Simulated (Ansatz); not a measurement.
A computed series for Li3N: response to strain

The reference is Li₃N (space group P6/mmm, No. 191; a = 3.610 Å, c = 3.856 Å). Axes: x lies along a and z along c of the hexagonal cell.

Strains are applied to the cell and any free atomic positions relax; under biaxial strain the out-of-plane vector relaxes too.

Computed with r2SCAN (Ansatz, a first-principles code; PAW; 500 eV plane waves; no spin-orbit coupling).

Candidates:
(a) biaxial strain −4.04 %, plane normal [001], relaxed out of plane
(b) biaxial strain −3.37 %, plane normal [001], relaxed out of plane
(c) biaxial strain −0.43 %, plane normal [001], relaxed out of plane

**Question.** Order them by out-of-plane strain, lowest first.

**Answer.** (c) biaxial strain −0.43 %, plane normal [001], relaxed out of plane (+0.04 %), (b) biaxial strain −3.37 %, plane normal [001], relaxed out of plane (+0.30 %), (a) biaxial strain −4.04 %, plane normal [001], relaxed out of plane (+0.36 %)

No phonon test of stability was made.
